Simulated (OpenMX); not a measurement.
Crystal: Zr.

```xyz
2
Lattice="3.2320 0.0000 0.0000 -1.6160 2.7990 0.0000 0.0000 0.0000 5.1470" Properties=species:S:1:pos:R:3 pbc="T T T"
Zr    1.5928    0.9479    3.8560
Zr    0.0189    1.9105    1.2588
```

The cell isn't the ideal one: atoms moved at random, drawn with an rms of 0.05 Å.

Base run:

- Program: OpenMX 3.8.5
- Functional: PBE
- Potentials or basis: OpenMX 2013 PBE set, Zr7.0-s3p2d1, grid cutoff 400 Ry
- k mesh: 9 × 9 × 5
- Occupations: fermi-dirac, width 0.05 eV
- Spin: no spin polarisation

Its results: band gap on the k mesh none (metal or under the smearing width); pressure 2.2 GPa; largest force 0.136 eV/Å.

Q: The run is repeated on the same cell with these changes: potentials or basis from OpenMX 2013 PBE set, Zr7.0-s3p2d1, grid cutoff 400 Ry to OpenMX 2013 PBE set, Zr7.0-s3p2d2, grid cutoff 350 Ry. What comes out?

A: Band gap on the k mesh none (metal or under the smearing width); pressure 1.4 GPa; largest force 0.128 eV/Å.

Caveats: the basis of atomic orbitals isn't converged, which shifts pressures, moduli and gaps.
